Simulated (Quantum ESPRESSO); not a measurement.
**CdF2 under changes of volume**

One of the cells (13.035 Å³/atom); the others are scaled copies at fixed shape and fractional positions:

```
CELL_PARAMETERS angstrom
0.00000 2.69400 2.69400
2.69400 0.00000 2.69400
2.69400 2.69400 0.00000
ATOMIC_POSITIONS crystal
Cd 0.00000 0.00000 0.00000
F 0.75000 0.75000 0.75000
F 0.25000 0.25000 0.25000
```

```yaml
Program: Quantum ESPRESSO 7.5
Functional: LDA
Potentials_or_basis: GBRV 1.5 LDA
Cutoff: 612 eV
Density_cutoff: 4898 eV
k_mesh: 9 × 9 × 9
Occupations: fermi-dirac, width 0.05 eV
Spin: no spin polarisation
```

```tsv
volume (Å³/atom)	energy over the lowest point (meV/atom)	pressure (GPa)	gap on the mesh (eV)
12.253	1.53	2.3	3.00
12.513	0.00	-0.5	2.93
12.774	2.69	-2.9	2.85
13.035	9.11	-5.1	2.78
13.295	?	?	?
13.556	31.52	-8.7	2.65
13.817	46.79	-10.1	2.59
```

Task: What does the run at 13.295 Å³/atom give?

Result: Energy over the lowest point 18.85 meV/atom; pressure -7.0 GPa; gap on the mesh 2.72 eV.

Worked out: A Birch-Murnaghan fit of order 3 (a polynomial in V^(-2/3)) to the other rows has its minimum at 12.47 Å³/atom with B0 = V·E''(V) = 126 GPa and B' = 4.8. It gives 18.83 meV/atom at 13.295 Å³/atom, against the run's 18.85, and -dE/dV = -6.9 GPa, against -7.0. A straight line through the other rows of the gap, of slope -3.43 eV per unit of ln V, gives 2.72 eV, against the run's 2.72.

Energies are extrapolated to zero smearing.

Caveats: an odd mesh through Γ misses points on the zone boundary, where band edges often lie. Spin-orbit coupling on Cd is left out.
